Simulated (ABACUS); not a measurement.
# InP (F-43m) in ABACUS: further runs, part 2 of 2

ABACUS 3.10.1. The steps go on from the part before.

### 3 Band structure, rPW86PBE

The input, INPUT:

```
INPUT_PARAMETERS
suffix              InP
calculation         nscf
basis_type          pw
pseudo_dir          ./
symmetry            -1
dft_functional      GGA_X_RPW86+GGA_C_PBE
ecutwfc             40.0
pseudo_rcut         10
nspin               1
nbands              19
ks_solver           dav
smearing_method     fd
smearing_sigma      0.00367493
scf_thr             1e-08
scf_nmax            100
mixing_type         broyden
mixing_beta         0.7
ecutrho             320.0
init_chg            file
pw_diag_thr         1e-07
out_band            1
kpar                4
```

The input, STRU:

```
ATOMIC_SPECIES
In 114.8180 in_pbe_v1.4.uspp.F.UPF
P 30.9738 p_pbe_v1.5.uspp.F.UPF

LATTICE_CONSTANT
1.8897261246

LATTICE_VECTORS
4.1443528400 0.0000000000 0.0000000000
2.0721764200 3.5891148417 0.0000000000
2.0721764200 1.1963716139 3.3838499240

ATOMIC_POSITIONS
Direct

In
0.0
1
0.0000000000 0.0000000000 0.0000000000 1 1 1

P
0.0
1
0.7500000000 0.7500000000 0.7500000000 1 1 1
```

The input, KPT:

```
K_POINTS
12
Line
0.00000000 0.00000000 0.00000000 10 // G
0.50000000 0.00000000 0.50000000 10 // X
0.50000000 0.25000000 0.75000000 10 // W
0.37500000 0.37500000 0.75000000 10 // K
0.00000000 0.00000000 0.00000000 10 // G
0.50000000 0.50000000 0.50000000 10 // L
0.62500000 0.25000000 0.62500000 10 // U
0.50000000 0.25000000 0.75000000 10 // W
0.50000000 0.50000000 0.50000000 10 // L
0.37500000 0.37500000 0.75000000 1 // K
0.62500000 0.25000000 0.62500000 10 // U
0.50000000 0.00000000 0.50000000 1 // X
```

Potentials or basis: GBRV ultrasoft 1.5 PBE, plane waves.

Run with:

```console
> OMP_NUM_THREADS=1 mpirun -np 4 abacus > log
```

Wall time 7.3 s (4 MPI ranks of AMD EPYC 7R43 (Zen 3), shared host); peak memory 0.68 GiB.

It converged, with:

```
Band gap along the path : 0.65 eV, direct
```

Levels at the corners of the path, in eV from the Fermi level:
| point | band 6 | band 7 | band 8 | band 9 | band 10 | band 11 | band 12 | band 13 |
| --- | --- | --- | --- | --- | --- | --- | --- | --- |
| Γ | -11.87 | -0.35 | -0.35 | -0.35 | 0.30 | 3.74 | 3.74 | 3.74 |
| X | -9.50 | -6.11 | -2.67 | -2.67 | 1.45 | 1.94 | 8.79 | 9.18 |
| W | -9.43 | -5.97 | -3.29 | -3.25 | 3.96 | 4.00 | 5.22 | 5.88 |
| K | -9.52 | -5.97 | -3.64 | -2.29 | 2.03 | 4.03 | 7.14 | 7.18 |
| Γ | -11.87 | -0.35 | -0.35 | -0.35 | 0.30 | 3.74 | 3.74 | 3.74 |
| L | -10.16 | -6.08 | -1.33 | -1.33 | 1.13 | 4.48 | 4.48 | 6.74 |
| U | -9.52 | -5.97 | -3.64 | -2.29 | 2.03 | 4.03 | 7.14 | 7.18 |
| W | -9.43 | -5.97 | -3.29 | -3.25 | 3.96 | 4.00 | 5.22 | 5.88 |
| L | -10.16 | -6.08 | -1.33 | -1.33 | 1.13 | 4.48 | 4.48 | 6.74 |
| K | -9.52 | -5.97 | -3.64 | -2.29 | 2.03 | 4.03 | 7.14 | 7.18 |
| U | -9.52 | -5.97 | -3.64 | -2.29 | 2.03 | 4.03 | 7.14 | 7.18 |
| X | -9.50 | -6.11 | -2.67 | -2.67 | 1.45 | 1.94 | 8.79 | 9.18 |

Caveat: the density is read from an earlier self-consistent run, whose mesh may be coarse; spin-orbit coupling is left out, which moves the levels of the heavy elements.

### 4 Band structure, WC

INPUT: that of step 3 with these lines changed.

```diff
@@ -6,4 +6,4 @@
 symmetry            -1
-dft_functional      GGA_X_RPW86+GGA_C_PBE
-ecutwfc             40.0
+dft_functional      wc
+ecutwfc             55.0
 pseudo_rcut         10
@@ -18,3 +18,3 @@
 mixing_beta         0.7
-ecutrho             320.0
+ecutrho             440.0
 init_chg            file
```

The input, STRU:

```
ATOMIC_SPECIES
In 114.8180 In.pbe-dn-rrkjus_psl.0.2.2.UPF
P 30.9738 P.pbe-n-rrkjus_psl.1.0.0.UPF

LATTICE_CONSTANT
1.8897261246

LATTICE_VECTORS
0.0000000000 2.9305000000 2.9305000000
2.9305000000 0.0000000000 2.9305000000
2.9305000000 2.9305000000 0.0000000000

ATOMIC_POSITIONS
Direct

In
0.0
1
0.0000000000 0.0000000000 0.0000000000 1 1 1

P
0.0
1
0.7500000000 0.7500000000 0.7500000000 1 1 1
```

KPT is that of step 3.

Potentials or basis: SSSP 1.3 efficiency PBE, plane waves.

Run with:

```console
> OMP_NUM_THREADS=1 mpirun -np 4 abacus > log
```

Run time: 10 s. Hardware: 4 MPI ranks of Intel Xeon 6975P-C (Granite Rapids), shared host; peak memory 1 GiB.

It converged, with:

```yaml
Band_gap_along_the_path: 0.59 eV, direct
```

Levels at the corners of the path, in eV from the Fermi level:
```tsv
point	band 6	band 7	band 8	band 9	band 10	band 11	band 12	band 13
Γ	-11.89	-0.32	-0.32	-0.32	0.26	3.67	3.67	3.67
X	-9.48	-6.16	-2.68	-2.68	1.27	1.81	8.78	9.18
W	-9.39	-6.01	-3.34	-3.31	3.85	4.02	5.12	5.72
K	-9.49	-6.01	-3.70	-2.30	1.89	3.98	7.09	7.12
Γ	-11.89	-0.32	-0.32	-0.32	0.26	3.67	3.67	3.67
L	-10.14	-6.15	-1.31	-1.31	1.05	4.38	4.38	6.61
U	-9.49	-6.01	-3.70	-2.30	1.89	3.98	7.09	7.12
W	-9.39	-6.01	-3.34	-3.31	3.85	4.02	5.12	5.72
L	-10.14	-6.15	-1.31	-1.31	1.05	4.38	4.38	6.61
K	-9.49	-6.01	-3.70	-2.30	1.89	3.98	7.09	7.12
U	-9.49	-6.01	-3.70	-2.30	1.89	3.98	7.09	7.12
X	-9.48	-6.16	-2.68	-2.68	1.27	1.81	8.78	9.18
```

Caveat: the density is read from an earlier self-consistent run, whose mesh may be coarse; spin-orbit coupling is left out, which moves the levels of the heavy elements.

### 5 How close it comes

Step 2. A measured gap of InP is 1.4236 eV (direct; 1.6 K; a printed reference work, data compilation); the calculated 0.10 eV misses it by -1.33 eV. So large a miss can be the level of theory's own, or it may mean another phase, state or a wrong row. Spin-orbit coupling on In is left out. The value is that of TASK, without temperature or zero-point motion.

Step 3. A measured gap of InP is 1.4236 eV (direct; 1.6 K; a printed reference work, data compilation); the calculated 0.65 eV misses it by -0.77 eV. Spin-orbit coupling on In is left out. The value is that of rPW86PBE, without temperature or zero-point motion.

Step 4. A measured gap of InP is 1.4236 eV (direct; 1.6 K; a printed reference work, data compilation); the calculated 0.59 eV misses it by -0.84 eV. Spin-orbit coupling on In is left out. The value is that of WC, without temperature or zero-point motion. Semilocal functionals fall short of measured gaps as a rule.
